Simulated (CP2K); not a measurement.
# BN (F-43m) in CP2K: equation of state, part 2 of 2

CP2K 2026.2. The steps go on from the part before.

## (6) Single point, PBEsol, 6.20 Å³/atom (volume scaled by 1.04)

File bn_eos.inp:

```
&GLOBAL
  PROJECT bn_eos
  RUN_TYPE ENERGY_FORCE
  PRINT_LEVEL LOW
&END GLOBAL
&FORCE_EVAL
  METHOD QS
  STRESS_TENSOR ANALYTICAL
  &DFT
    BASIS_SET_FILE_NAME BASIS_MOLOPT_UZH
    POTENTIAL_FILE_NAME POTENTIAL_UZH
    WFN_RESTART_FILE_NAME previous-RESTART.kp
    &MGRID
      CUTOFF 450
      REL_CUTOFF 60
      NGRIDS 4
    &END MGRID
    &QS
      METHOD GPW
      EPS_DEFAULT 1.0E-10
    &END QS
    &KPOINTS
      SCHEME MONKHORST-PACK 13 13 13
      GAMMA_CENTERED T
      SYMMETRY T
      SYMMETRY_BACKEND SPGLIB
    &END KPOINTS
    &SCF
      SCF_GUESS RESTART
      EPS_SCF 1.0E-6
      MAX_SCF 100
      ADDED_MOS 10
      CHOLESKY OFF
      EPS_EIGVAL 1.0E-7
      &DIAGONALIZATION ON
        ALGORITHM STANDARD
      &END DIAGONALIZATION
      &MIXING ON
        METHOD BROYDEN_MIXING
        ALPHA 0.4
        BETA 1.5
        NBUFFER 8
      &END MIXING
      &SMEAR ON
        METHOD FERMI_DIRAC
        ELECTRONIC_TEMPERATURE [K] 580.226
      &END SMEAR
    &END SCF
    &XC
      &XC_FUNCTIONAL
        &GGA_X_PBE_SOL
        &END GGA_X_PBE_SOL
        &GGA_C_PBE_SOL
        &END GGA_C_PBE_SOL
      &END XC_FUNCTIONAL
    &END XC
    &PRINT
      &KPOINTS ON
      &END KPOINTS
      &MULLIKEN ON
      &END MULLIKEN
      &MO ON
        ENERGIES T
        OCCUPATION_NUMBERS T
        &EACH
          QS_SCF 0
        &END EACH
        ADD_LAST NUMERIC
      &END MO
    &END PRINT
  &END DFT
  &SUBSYS
    &CELL
      ABC 2.5977109273 2.5977109274 2.5977109273
      ALPHA_BETA_GAMMA 59.9999999994 59.9999999993 59.9999999998
      PERIODIC XYZ
    &END CELL
    &COORD
      SCALED
      N   0.2500000000 0.2500000000 0.2500000000
      B   0.0000000000 0.0000000000 0.0000000000
    &END COORD
    &KIND N
      BASIS_SET TZVP-MOLOPT-PBE-GTH-q5
      POTENTIAL GTH-PBE-q5
    &END KIND
    &KIND B
      BASIS_SET TZVP-MOLOPT-PBE-GTH-q3
      POTENTIAL GTH-PBE-q3
    &END KIND
    &PRINT
      &ATOMIC_COORDINATES ON
      &END ATOMIC_COORDINATES
      &CELL ON
      &END CELL
      &SYMMETRY ON
      &END SYMMETRY
    &END PRINT
  &END SUBSYS
  &PRINT
    &FORCES ON
    &END FORCES
    &STRESS_TENSOR ON
    &END STRESS_TENSOR
  &END PRINT
&END FORCE_EVAL
```

Potentials or basis: POTENTIAL_UZH N GTH-PBE-q5, B GTH-PBE-q3; TZVP-MOLOPT-PBE-GTH basis.

Command:

```console
OMP_NUM_THREADS=1 cp2k.psmp -i bn_eos.inp -o bn_eos.out
```

bn_eos.out:

```text

 CP2K| version string:                                       CP2K version 2026.2
 CP2K| Input file name                                                bn_eos.inp

 GLOBAL| Force Environment number                                              1
 GLOBAL| Basis set file name                                    BASIS_MOLOPT_UZH
 GLOBAL| Potential file name                                       POTENTIAL_UZH
 GLOBAL| MM Potential file name                                     MM_POTENTIAL
 GLOBAL| Coordinate file name                                      __STD_INPUT__
 GLOBAL| Method name                                                        CP2K
 GLOBAL| Project name                                                     bn_eos
 GLOBAL| Run type                                                   ENERGY_FORCE
 GLOBAL| FFT library                                                       FFTW3
[... 5 lines left out ...]
 GLOBAL| Global print level                                                  LOW
 GLOBAL| Total number of message passing processes                             1
 GLOBAL| Number of threads for this process                                    1
 GLOBAL| CPU model name                                                  UNKNOWN

 CELL| Volume [angstrom^3]:                                            12.395312
 CELL| Vector a [angstrom]:       2.598     0.000     0.000   |a| =     2.597711
 CELL| Vector b [angstrom]:       1.299     2.250     0.000   |b| =     2.597711
 CELL| Vector c [angstrom]:       1.299     0.750     2.121   |c| =     2.597711
 CELL| Angle (b,c), alpha [degree]:                                    60.000000
 CELL| Angle (a,c), beta  [degree]:                                    60.000000
 CELL| Angle (a,b), gamma [degree]:                                    60.000000
 CELL| Numerically orthorhombic:                                              NO
 CELL| Periodicity                                                           XYZ

 CELL_REF| Volume [angstrom^3]:                                        12.395312
 CELL_REF| Vector a [angstrom     2.598     0.000     0.000   |a| =     2.597711
 CELL_REF| Vector b [angstrom     1.299     2.250     0.000   |b| =     2.597711
 CELL_REF| Vector c [angstrom     1.299     0.750     2.121   |c| =     2.597711
 CELL_REF| Angle (b,c), alpha [degree]:                                60.000000
 CELL_REF| Angle (a,c), beta  [degree]:                                60.000000
 CELL_REF| Angle (a,b), gamma [degree]:                                60.000000
 CELL_REF| Numerically orthorhombic:                                          NO
 CELL_REF| Periodicity                                                       XYZ
[... 9 lines left out ...]
 TOTAL NUMBERS AND MAXIMUM NUMBERS

  Total number of            - Atomic kinds:                                   2
                             - Atoms:                                          2
                             - Shell sets:                                     2
                             - Shells:                                        14
                             - Primitive Cartesian functions:                 10
                             - Cartesian basis functions:                     36
                             - Spherical basis functions:                     34

  Maximum angular momentum of- Orbital basis functions:                        2
                             - Local part of the GTH pseudopotential:          2
                             - Non-local part of the GTH pseudopotential:      0

 MODULE QUICKSTEP: ATOMIC COORDINATES IN ANGSTROM

   Atom Kind Element         X             Y             Z       Z(eff)     Mass
      1    1 N     7      1.298855      0.749895      0.530256   5.0000  14.0067
      2    2 B     5      0.000000      0.000000      0.000000   3.0000  10.8110

 Crystal Symmetry Information
       International Symbol:                                               F-43m
       Point Group Symbol:                                                  -43m
       Schoenflies Symbol:                                                  Td^2
[... 95 lines left out ...]
     1 NoMix/Diag. 0.40E+00    7.6     0.05079047       -12.8255910676 -1.28E+01
     2 Broy./Diag. 0.40E+00    4.9     0.00371719       -12.8762329258 -5.06E-02
     3 Broy./Diag. 0.40E+00    5.1     0.00337257       -12.8557843092  2.04E-02
     4 Broy./Diag. 0.40E+00    5.1     0.00236546       -12.8437279784  1.21E-02
     5 Broy./Diag. 0.40E+00    5.0     0.00017800       -12.8429990132  7.29E-04
     6 Broy./Diag. 0.40E+00    5.0     0.00018429       -12.8432306973 -2.32E-04
     7 Broy./Diag. 0.40E+00    5.0     0.00003961       -12.8432345544 -3.86E-06
     8 Broy./Diag. 0.40E+00    5.0     0.00001501       -12.8432364238 -1.87E-06
     9 Broy./Diag. 0.40E+00    5.1     0.00001051       -12.8432368453 -4.22E-07
    10 Broy./Diag. 0.40E+00    5.0     0.00002301       -12.8432368989 -5.35E-08
    11 Broy./Diag. 0.40E+00    5.0     0.00001949       -12.8432369546 -5.58E-08
    12 Broy./Diag. 0.40E+00    5.0     0.00000423       -12.8432369496  5.04E-09
    13 Broy./Diag. 0.40E+00    5.0     0.00000167       -12.8432369658 -1.62E-08
    14 Broy./Diag. 0.40E+00    4.9     0.00000072       -12.8432369566  9.17E-09

  *** SCF run converged in    14 steps ***

  Electronic density on regular grids:         -7.9999999953        0.0000000047
  Core density on regular grids:                7.9999999991       -0.0000000009
  Total charge density on r-space grids:        0.0000000038
  Total charge density g-space grids:           0.0000000038

  Overlap energy of the core charge distribution:               0.00000005805225
  Self energy of the core charge distribution:                -30.90191424091751
  Core Hamiltonian energy:                                      9.39253601742029
  Hartree energy:                                              12.31915753691438
  Exchange-correlation energy:                                 -3.65301632811608
  Electronic entropic energy:                                  -0.00000000000000
  Fermi energy:                                                 0.39247574254020

  Total energy:                                               -12.84323695664666
  Total energy (extrapolated to T->0):                        -12.84323695664666

 MO| EIGENVALUES AND OCCUPATION NUMBERS FOR K POINT 1
 MO|
 MO|  Index      Eigenvalue [a.u.]        Eigenvalue [eV]             Occupation
 MO|      1              -0.269669              -7.338056               2.000000
 MO|      2              -0.061288              -1.667727               2.000000
 MO|      3               0.244782               6.660859               2.000000
 MO|      4               0.244782               6.660867               2.000000
 MO|      5               0.661384              17.997173               0.000000
 MO|      6               0.694206              18.890306               0.000000
 MO|      7               0.694210              18.890411               0.000000
 MO|      8               0.870337              23.683078               0.000000
 MO|      9               1.176604              32.017025               0.000000
 MO|     10               1.323851              36.023812               0.000000
 MO|     11               1.323992              36.027657               0.000000
 MO|     12               1.390233              37.830174               0.000000
 MO|     13               1.689538              45.974672               0.000000
[... 263 lines left out ...]
 MO|      4               0.248509               6.762287               2.000000
 MO|      5               0.671322              18.267606               0.000000
 MO|      6               0.692968              18.856622               0.000000
 MO|      7               0.699975              19.047281               0.000000
 MO|      8               0.849630              23.119595               0.000000
 MO|      9               1.130360              30.758672               0.000000
 MO|     10               1.244856              33.874256               0.000000
 MO|     11               1.276468              34.734451               0.000000
 MO|     12               1.412470              38.435265               0.000000
 MO|     13               1.720573              46.819185               0.000000
 MO|     14               1.775871              48.323909               0.000000
 MO| Sum:                                                               8.000000
 MO| E(Fermi):            0.392476 a.u.         10.679808 eV
 MO| Band gap:            0.422813 a.u.         11.505319 eV

 [... the levels of further k-points ...]

 !-----------------------------------------------------------------------------!
                     Mulliken Population Analysis

 #  Atom  Element  Kind  Atomic population                           Net charge
       1     N        1          5.734610                             -0.734610
       2     B        2          2.265390                              0.734610
 # Total charge                              8.000000                 -0.000000

 !-----------------------------------------------------------------------------!

 ENERGY| Total FORCE_EVAL ( QS ) energy [hartree]            -12.843236943320260

 FORCES| Atomic forces [hartree/bohr]
 FORCES|   Atom     x               y               z               |f|
 FORCES|      1 -4.45228658E-06 -4.57243937E-06 -4.89995257E-06   8.04609177E-06
 FORCES|      2  7.04899747E-08 -6.80090555E-08  9.61482741E-08   1.37253629E-07
 FORCES| Sum    -4.38179660E-06 -4.64044843E-06 -4.80380430E-06
 FORCES| Total atomic force                                       7.98814364E-06

 STRESS| Analytical stress tensor [bar]
 STRESS|                        x                   y                   z
 STRESS|      x       -1.60116201586E+05   3.86388059316E+00   2.75033980032E+00
 STRESS|      y        3.86388059316E+00  -1.60120692031E+05   1.68396293101E+00
 STRESS|      z        2.75033980032E+00   1.68396293101E+00  -1.60120647910E+05
 STRESS| 1/3 Trace                                            -1.60119180509E+05
 STRESS| Determinant                                          -4.10515987756E+15

 STRESS| Eigenvectors and eigenvalues of the analytical stress tensor [bar]
 STRESS|                        1                   2                   3
 STRESS| Eigenvalues  -1.60122922565E+05  -1.60121944500E+05  -1.60112674461E+05
 STRESS|      x          -0.472521048884     -0.365585732167      0.801917034859
 STRESS|      y           0.877814308320     -0.114159783669      0.465198434974
 STRESS|      z          -0.078523235233      0.923750299718      0.374859287333
```

Run time: 81 s. Hardware: 1 thread of Arm Neoverse V1, shared host; peak memory 0.22 GiB.

What came out:

```
Free energy            : -349.4823 eV
Pressure               : -16.0 GPa
Band gap on the k mesh : 4.29 eV, indirect (least direct gap 8.50 eV)
Mulliken charges       : N -0.73; B +0.73 e
```

Caveat: Mulliken charges move with the basis; the potentials were made for another functional, which shifts forces and pressure; an odd mesh through Γ misses points on the zone boundary, where band edges often lie; the basis of atomic orbitals isn't converged, which shifts pressures, moduli and gaps.

## (7) Single point, PBEsol, 5.60 Å³/atom (volume scaled by 0.94)

Edit bn_eos.inp of step 6 so:

```diff
@@ -73,4 +73,4 @@
     &CELL
-      ABC 2.5977109273 2.5977109274 2.5977109273
-      ALPHA_BETA_GAMMA 59.9999999994 59.9999999993 59.9999999998
+      ABC 2.5116299857 2.5116299857 2.5116299857
+      ALPHA_BETA_GAMMA 60.0000000003 60.0000000013 60.0000000007
       PERIODIC XYZ
```

Command:

```console
OMP_NUM_THREADS=1 cp2k.psmp -i bn_eos.inp -o bn_eos.out
```

Run time: 100 s. Hardware: 1 thread of Arm Neoverse V1, shared host; peak memory 0.23 GiB.

The run converged. Its results:

```yaml
Free_energy: -349.4677 eV
Pressure: 22.9 GPa
Band_gap_on_the_k_mesh: 4.40 eV, indirect (least direct gap 8.96 eV)
Mulliken_charges: N -0.62; B +0.62 e
```

Caveat: Mulliken charges move with the basis; the potentials were made for another functional, which shifts forces and pressure; an odd mesh through Γ misses points on the zone boundary, where band edges often lie; the basis of atomic orbitals isn't converged, which shifts pressures, moduli and gaps.

## (8) Single point, PBEsol, 6.32 Å³/atom (volume scaled by 1.06)

Edit bn_eos.inp of step 7 so:

```diff
@@ -73,4 +73,4 @@
     &CELL
-      ABC 2.5116299857 2.5116299857 2.5116299857
-      ALPHA_BETA_GAMMA 60.0000000003 60.0000000013 60.0000000007
+      ABC 2.6142573029 2.6142573030 2.6142573029
+      ALPHA_BETA_GAMMA 59.9999999994 59.9999999993 59.9999999997
       PERIODIC XYZ
```

Command:

```console
OMP_NUM_THREADS=1 cp2k.psmp -i bn_eos.inp -o bn_eos.out
```

Wall time 77 s (1 thread of Arm Neoverse V1, shared host); peak memory 0.22 GiB.

It converged, with:

| Quantity | Value |
| --- | --- |
| Free energy | -349.4540 eV |
| Pressure | -21.8 GPa |
| Band gap on the k mesh | 4.26 eV, indirect (least direct gap 8.41 eV) |
| Mulliken charges | N -0.75; B +0.75 e |

Caveat: Mulliken charges move with the basis; the potentials were made for another functional, which shifts forces and pressure; an odd mesh through Γ misses points on the zone boundary, where band edges often lie; the basis of atomic orbitals isn't converged, which shifts pressures, moduli and gaps.

## (9) Equation of state, PBEsol

Potentials or basis: POTENTIAL_UZH N GTH-PBE-q5, B GTH-PBE-q3; TZVP-MOLOPT-PBE-GTH basis.

No new run: the results of the series are fitted here.

What came out:

```
Equilibrium volume                      : 5.92 Å³/atom
Bulk modulus                            : 378 GPa
Pressure derivative of the bulk modulus : 3.6
```

Energy against volume, from the lowest point:
```csv
volume (Å³/atom),energy (meV/atom)
5.602,21.39
5.721,7.85
5.840,0.91
5.959,0.00
6.078,4.57
6.198,14.13
6.317,28.25
```

Caveat: the potentials were made for another functional, which shifts forces and pressure; the basis of atomic orbitals isn't converged, which shifts pressures, moduli and gaps.

## (10) How close it comes

Step 9. Against the measured bulk modulus of BN, 395 GPa (300 K; quoted in “Effect of nanostructuration on compressibility of cubic BN”, 2012, arxiv:1208.3664), the calculated 378 GPa is off by -4.4 %. The fit is for a static lattice scaled at fixed shape and fixed fractional positions.
